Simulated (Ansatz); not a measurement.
Bi2Se3 (Paraguanajuatite):

```xyz
5
Lattice="2.0715 1.1960 9.5453 -2.0715 1.1960 9.5453 0.0000 -2.3920 9.5453" Properties=species:S:1:pos:R:3 pbc="T T T"
Bi    0.0000    0.0000   17.1587
Bi    0.0000    0.0000   11.4773
Se    0.0000    0.0000   22.5738
Se    0.0000    0.0000    6.0622
Se    0.0000    0.0000    0.0000
```

| Property | Result |
| --- | --- |
| Program | Ansatz 0.2.0 |
| Task | relaxation of cell and atoms |
| Functional | PBE |
| Potentials or basis | Ansatz PAW |
| Cutoff | 420 eV (not typed: the program's choice for these potentials) |
| k mesh | 8 × 8 × 8 |
| Occupations | fermi-dirac, width 0.05 eV |
| Spin | no spin polarisation |

At the start: volume 28.38 Å³/atom.

Problem. How do energy, volume and symmetry change on relaxing?

Solution. It ends after 9 steps and the volume is 31.62 Å³/atom (+11.4 %); space group R-3m (No. 166, to 0.05 Å).

Step by step:
```
step  energy change (eV)  largest force (eV/Å)  volume (Å³)
   1              0.0000                0.1594       141.89
   2             -0.0284                0.3660       153.79
   3             -0.0641                0.0370       151.43
   4             -0.0682                0.0687       151.95
   5             -0.0761                0.0123       154.52
   6             -0.0775                0.0010       156.57
   7             -0.0777                0.0010       157.80
   8             -0.0777                0.0001       158.11
   9             -0.0798                0.0006       158.11
```

Final structure:
```yaml
crystal:
  lattice:
    - [2.09530, 1.20972, 10.39652]
    - [-2.09530, 1.20972, 10.39652]
    - [0.00000, -2.41944, 10.39652]
  atoms:
    - { symbol: Bi, position: [0.60415, 0.60415, 0.60415] }
    - { symbol: Bi, position: [0.39585, 0.39585, 0.39585] }
    - { symbol: Se, position: [0.77928, 0.77928, 0.77928] }
    - { symbol: Se, position: [0.22072, 0.22072, 0.22072] }
    - { symbol: Se, position: [0.00000, 0.00000, 0.00000] }
```

Caveat: the plane-wave basis is chosen anew once the cell has moved, so the energies of steps on either side of that aren't comparable; the volume moved by +11 % from the deposited cell, more than functionals usually miss.
